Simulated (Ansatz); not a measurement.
**Structures of MgO$_{2}$: which is lowest?**

Plane-wave DFT in Ansatz with scalar-relativistic PAW potentials, cutoff 420 eV, Γ-centred meshes chosen by cell and gap, Gaussian smearing with energies taken to zero width. Every cell was relaxed (cell and atoms) in a run of its own, within the symmetry of its start. Functional: PBEsol.

Relaxed structures (starts from databases or built by putting these elements on another compound's sites):
A. R-3m, 3 atoms in the computed cell, a = 3.168 Å, c = 10.372 Å; sites (symmetry × multiplicity) Mg -3m × 3, O 3m × 6; start: database
B. Pnma, 12 atoms in the computed cell, a = 7.622 Å, b = 3.151 Å, c = 4.885 Å; sites (symmetry × multiplicity) Mg .m. × 4, O .m. × 4 + .m. × 4; start: built
C. Pa-3, 12 atoms in the computed cell, a = 4.841 Å; sites (symmetry × multiplicity) Mg .-3. × 4, O .3. × 8; start: database

Question: Rank them by energy. Could pressure change the order?

Answer:
```csv
structure,group,E − E(lowest) (meV/atom),V (Å³/atom),gap on mesh (eV)
C,Pa-3,0.0,9.45,3.97
B,Pnma,53,9.78,3.04
A,R-3m,75,10.01,2.48
```

C is lowest, 53 meV/atom under B. The lowest is also the densest of these, so pressure wouldn't bring one of the others in at first order. Other structures may lie lower than all of these, and vibrations aren't counted.